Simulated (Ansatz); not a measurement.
Runs of Ansatz 0.2.0 on HfO2. Symmetry: P2_1/c, No. 14, monoclinic system. The conventional cell has a = 5.118 Å, b = 5.186 Å, c = 5.284 Å, α = 90.00°, β = 99.35°, γ = 90.00°. Hf (site symmetry 1) has 7 O at 2.03 to 2.25 Å as nearest neighbours. O (site symmetry 1) is surrounded by 3 Hf at 2.03 to 2.12 Å. O (site symmetry 1) has 4 Hf at 2.14 to 2.25 Å as nearest neighbours. 

| potentials or basis | cutoff (eV) | gap on the mesh (eV) | pressure (GPa) | largest force (eV/Å) |
| --- | --- | --- | --- | --- |
| PseudoDojo standard (PBE files) | 1143 | 4.21 | (c) | 0.45 |
| Ansatz PAW earlier set | 930 | 4.20 | 5.9 | 0.48 |
| JTH PAW | 1380 | 4.18 | (a) | (b) |
| SPMS NC | 1034 | 4.22 | 3.7 | 0.45 |
| PseudoDojo stringent (PBE files) | 1796 | 4.21 | 5.1 | 0.47 |

Alike in all rows: task single point; level PBE; no spin polarisation; cell as given; k mesh 5 × 5 × 5; smearing fermi-dirac 0.05 eV.

Task: Fill in the values left out.

Result: (a) 3.3; (b) 0.46; (c) 3.5.

Caveats: odd divisions of the mesh miss points on the zone boundary, where band edges often lie, so the gap on the mesh can be too wide; spin-orbit coupling is left out, which moves the levels of the heavy elements.

A k mesh can miss the band edges, and the runs leave out spin-orbit coupling on Hf.

The runs don't all hold the same shells in valence.
